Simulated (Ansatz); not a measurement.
## Al2Ru: enthalpy against pressure

Al2Ru, Fddd, a = 4.701 Å, b = 7.975 Å, c = 8.770 Å. The structure is a Materials Project entry; whether it is the stable form wasn't checked. Ansatz: PBEsol, PAW, 420 eV, Γ-centred 10×10×10 mesh on 6 atoms, Gaussian smearing 0.01 eV; no spin polarisation. Cell and atoms are relaxed at each pressure, and no other structure is tried, so the rows at high pressure may lie past a change of phase. y is the enthalpy over the state at zero pressure; there V0 = 13.701 Å³/atom. The pressures are the targets, met within 0.02 GPa.

| P (GPa) | y (eV/atom) |
| --- | --- |
| -3.0 | -0.2588 |
| 0.0 | 0.0000 |
| 3.0 | 0.2545 |
| 8.0 | ? |
| 15.0 | 1.2356 |
| 30.0 | 2.3957 |
| 60.0 | 4.5560 |

**Question.** Fit y = c1 P + c2 P² + c3 P³ to the other rows, say what c1 and c2 mean, and predict the missing value.

**Answer.** Least squares on the rows shown. y = 0.085377 P − 0.00021112 P² + 8.9558×10⁻⁷ P³. Since dH/dP = V, c1 is V0: 0.085377 eV/GPa × 160.2 = 13.677 Å³ against 13.701; c2 = −V0/(2B0) gives B0 = 202 GPa, where a Birch–Murnaghan fit to the volumes of the same runs (not shown) gives 179 GPa: a cubic over this range folds the higher terms into c2. At P = 8.0 the fit asked for gives 0.6700 eV/atom. The run gave 0.6699 eV/atom, so the fit is 0.0001 eV/atom too high, within the rms miss on the fitted rows (0.0004 eV/atom).